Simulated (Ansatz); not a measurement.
Crystal: Al2Au.

```xyz
3
Lattice="0.0000 3.0000 3.0000 3.0000 0.0000 3.0000 3.0000 3.0000 0.0000" Properties=species:S:1:pos:R:3 pbc="T T T"
Au    0.0000    0.0000    0.0000
Al    4.5000    4.5000    4.5000
Al    1.5000    1.5000    1.5000
```

| Quantity | Value |
| --- | --- |
| Program | Ansatz 0.2.0 |
| Task | single point |
| Functional | PBE |
| Potentials or basis | all-electron LAPW, scalar-relativistic |
| Cutoff | 248 eV (chosen from the basis error) |
| Basis error allowed | 0.001 eV/atom |
| k mesh | 8 × 8 × 8 |
| Occupations | fermi-dirac, width 0.05 eV |
| Spin | no spin polarisation |

On this cell: pressure 3.3 GPa; largest force zero by symmetry; band gap on the k mesh none (metal or under the smearing width).

The same run follows on a disturbed copy (atoms moved at random, drawn with an rms of 0.05 Å):

```
Au Al
1.0
     0.00000    3.00000    3.00000
     3.00000    0.00000    3.00000
     3.00000    3.00000    0.00000
Au Al
1 2
Cartesian
  0.0066 0.0060 -0.0555
  4.5597 4.4825 4.4633
  1.5347 1.5050 1.4800
```

What changes?

The energy (extrapolated to zero smearing) moves by +4.1 meV/atom; pressure 3.4 GPa; largest force 0.411 eV/Å; band gap on the k mesh none (metal or under the smearing width).

Forces in eV/Å, atoms in the order of the input:
```
Au   0.337 -0.104  0.211
Al  -0.246  0.110 -0.042
Al  -0.091 -0.006 -0.169
```

Stress tensor (GPa, compression positive):
```
 3.38 -0.40 -0.39
-0.40  3.45  0.51
-0.39  0.51  3.43
```
